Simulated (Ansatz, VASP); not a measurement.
**Mo in VASP and in Ansatz**

```
Mo
1.0
     2.97737    0.00000    0.00000
    -1.48869    2.57848    0.00000
     0.00000    0.00000    6.14278
Mo
3
Direct
  0.00000 0.00000 0.00000
  0.33333 0.66667 0.33333
  0.66667 0.33333 0.66667
```

Alike in both runs: functional PBEsol; k mesh 18 × 18 × 7; occupations gaussian, width 0.1 eV; no spin polarisation.

Ansatz relaxed the structure, and its values are those at the end. VASP's run is a single point on that final structure, the one shown.

|  | VASP | Ansatz |
| --- | --- | --- |
| version | VASP 6.6.1 | Ansatz 0.2.0 |
| potentials or method | VASP PAW PBE potentials, release 64 (Mo_sv) | scalar-relativistic, plane waves, PAW |
| plane-wave cutoff (eV) | 520 | 420 |
| valence electrons in the cell | 42 | 42 |

Ansatz gave:

| Quantity | Value |
| --- | --- |
| gap on the k mesh at the Fermi level (eV) | none |
| pressure (GPa) | 0.0 |

Problem. Which values does VASP return?

Solution. gap on the k mesh at the Fermi level (eV): none; pressure (GPa): 0.5.

A gap of «none» marks a metal or a gap that the smearing closes.

Caveats: the PAW data sets were made with another functional, which shifts forces and pressure a little (VASP).
